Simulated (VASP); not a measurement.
# Si: kinetic-energy density

Si, Fd-3m (no. 227), 2 atoms in the cell. PBE; PAW potentials Si (PBE set).

## Input

INCAR:
```
SYSTEM = Si
PREC = Accurate ; ENCUT = 520
EDIFF = 1E-7 ; ISMEAR = 0
SIGMA = 0.02 ; LREAL = .FALSE.
LASPH = .TRUE. ; ALGO = Normal
NELM = 100 ; ISIF = 2
LWAVE = .FALSE. ; LCHARG = .TRUE.
LTAU = .TRUE.
```

KPOINTS:
```
k-points
0
Gamma
  7 7 7
```

POSCAR:
```
Si
1.0
    0.0000000000      2.7218511865      2.7218511865
    2.7218511865      0.0000000000      2.7218511865
    2.7218511865      2.7218511865      0.0000000000
Si
2
Direct
    0.5000000000      0.5000000000      0.5000000000
    0.7500000000      0.7500000000      0.7500000000
```

Commands:
```
cat potpaw_PBE.64/Si/POTCAR > POTCAR
mpirun -np 1 vasp_std > vasp.out
```

## Result

- Kinetic energy of the pseudo orbitals (eV): 84.89

VASP 6.6.1 took 11 s on 1 core (Intel Xeon Platinum 8488C (Sapphire Rapids)), a shared host.
